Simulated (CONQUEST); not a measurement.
Ge under changes of volume

One of the cells (22.833 Å³/atom); the others are scaled copies at fixed shape and fractional positions:

```
Ge
1.0
     3.99759    0.00000    0.00000
     0.00000    6.59938    0.00000
     0.00000    0.00000    6.92402
Ge
8
Direct
  0.00000 0.93710 0.66667
  0.50000 0.93710 0.16667
  0.00000 0.43710 0.33333
  0.50000 0.43710 0.83333
  0.00000 0.56290 0.66667
  0.50000 0.56290 0.16667
  0.00000 0.06290 0.33333
  0.50000 0.06290 0.83333
```

This isn't the form of Ge at room conditions, which is diamond.

* Program: CONQUEST 1.3
* Functional: PBE
* Potentials or basis: PseudoDojo NC PBE, DZP, grid of 40 × 64 × 72 points
* k mesh: 7 × 4 × 4
* Occupations: fermi-dirac, width 0.05 eV
* Spin: no spin polarisation

```csv
volume (Å³/atom),energy over the lowest point (meV/atom),pressure (GPa),largest force (eV/Å)
21.463,?,?,?
21.920,39.78,6.8,0.047
22.377,23.25,4.9,0.040
22.833,11.41,3.5,0.040
23.290,3.68,2.0,0.027
23.747,0.00,0.7,0.019
24.203,0.28,-0.7,0.011
```

Problem. What does the run at 21.463 Å³/atom give?

Solution. Energy over the lowest point 62.01 meV/atom; pressure 8.8 GPa; largest force 0.060 eV/Å.

Worked out: A Birch-Murnaghan fit of order 3 (a polynomial in V^(-2/3)) to the other rows has its minimum at 23.95 Å³/atom with B0 = V·E''(V) = 69 GPa (rough, since the energies scatter) at fixed shape and positions, which overstates the stiffness. It gives 60.94 meV/atom at 21.463 Å³/atom, against the run's 62.01, and -dE/dV = 8.3 GPa, against 8.8.

Energies are extrapolated to zero smearing.

Caveats: the basis of atomic orbitals isn't converged, which shifts pressures, moduli and gaps.
